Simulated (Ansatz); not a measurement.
AlGa3N4: work and stress of cleavage

Theory: Ansatz 0.2.0, DFT PBEsol, scalar-relativistic, plane waves, PAW. Settings: plane waves to 420 eV, k-mesh 6×6×3 (Γ-centred), Gaussian smearing 0.05 eV. No spin polarisation. Energies are free energies at this smearing, counted from the undisturbed cell; pressure is positive in compression.

Reference structure (relaxed at this level; it needn't be the usual structure):

```yaml
crystal:
  lattice:
    - [0.00000, -4.46763, 0.00000]
    - [0.00000, 0.00000, -4.46763]
    - [8.93526, 0.00000, 0.00000]
  atoms:
    - { symbol: Al, position: [0.00000, 0.00000, 0.81375] }
    - { symbol: Al, position: [0.00000, 0.00000, 0.31375] }
    - { symbol: Ga, position: [0.50000, 0.00000, 0.06375] }
    - { symbol: Ga, position: [0.50000, 0.00000, 0.56375] }
    - { symbol: Ga, position: [0.00000, 0.50000, 0.06375] }
    - { symbol: Ga, position: [0.00000, 0.50000, 0.56375] }
    - { symbol: Ga, position: [0.50000, 0.50000, 0.81375] }
    - { symbol: Ga, position: [0.50000, 0.50000, 0.31375] }
    - { symbol: N, position: [0.24497, 0.75503, 0.19127] }
    - { symbol: N, position: [0.24497, 0.75503, 0.69127] }
    - { symbol: N, position: [0.75503, 0.24497, 0.19127] }
    - { symbol: N, position: [0.75503, 0.24497, 0.69127] }
    - { symbol: N, position: [0.24497, 0.24497, 0.93623] }
    - { symbol: N, position: [0.24497, 0.24497, 0.43623] }
    - { symbol: N, position: [0.75503, 0.75503, 0.93623] }
    - { symbol: N, position: [0.75503, 0.75503, 0.43623] }
```

The cut lies on the cell's a–b face, a (1 0 0) plane (indices in the standard cell, whose axes needn't be the Cartesian ones shown) of area 19.96 Å², between layers 1.14 Å apart. Vector c is lengthened by d along the normal with the atoms' Cartesian places fixed: one unrelaxed cut a cell. The traction is positive where the two halves pull on each other.

| d (Å) | energy (J/m²) | traction (GPa) |
| --- | --- | --- |
| -0.30 | 1.01 | -68.9 |
| -0.15 | 0.24 | -33.2 |
| 0.00 | 0.00 | 0.0 |
| 0.25 | 0.57 | 42.6 |
| 0.50 | 1.96 | 65.6 |
| 0.75 | 3.70 | 70.2 |
| 1.00 | 5.34 | 59.7 |
| 1.50 | 7.54 | 30.5 |
| 2.00 | 8.58 | 13.2 |
| 3.00 | 9.22 | 2.5 |
| 4.50 | 9.37 | 0.4 |
| 6.00 | 9.41 | 0.2 |

**Question.** What are the work of separation and the cleavage stress, and do they fit the universal binding curve?

**Answer.** The energy levels off near W ≈ 9.41 J/m² (the traction is down to 0.2 GPa), the energy of the two unrelaxed faces, 4.70 J/m² each on average. The largest sampled traction is 70.2 GPa at d = 0.75 Å, and a parabola through it and its two neighbours peaks at σ_max ≈ 70.5 GPa, d ≈ 0.70 Å. The curve E = W[1 − (1 + d/ℓ)exp(−d/ℓ)] peaks in traction at d = ℓ with σ_max = W/(eℓ); with 1 J/m² per Å = 10 GPa this W and σ_max give ℓ = 0.49 Å. A parabola through that curve at the same three d peaks at 0.32 Å, against 0.70 Å here, so the traction peaks further out than on that curve. The cut parts unlike faces (N and Ga); in an ionic crystal that makes them polar, and the energy then depends on the thickness of the slab. The opened faces are metallic here, and spin polarisation, left out, could lower W. Real crystals break at far lower stress, because cracks concentrate it, and on the plane of lowest W, which needn't be this one.

The cut is rigid; relaxing the faces lowers these energies and usually the stresses.

The gap closes along the scan, which can put kinks into the curve.

Cost: 12 runs of about 12 core-minutes in all, on Arm Neoverse V1 (shared hosts).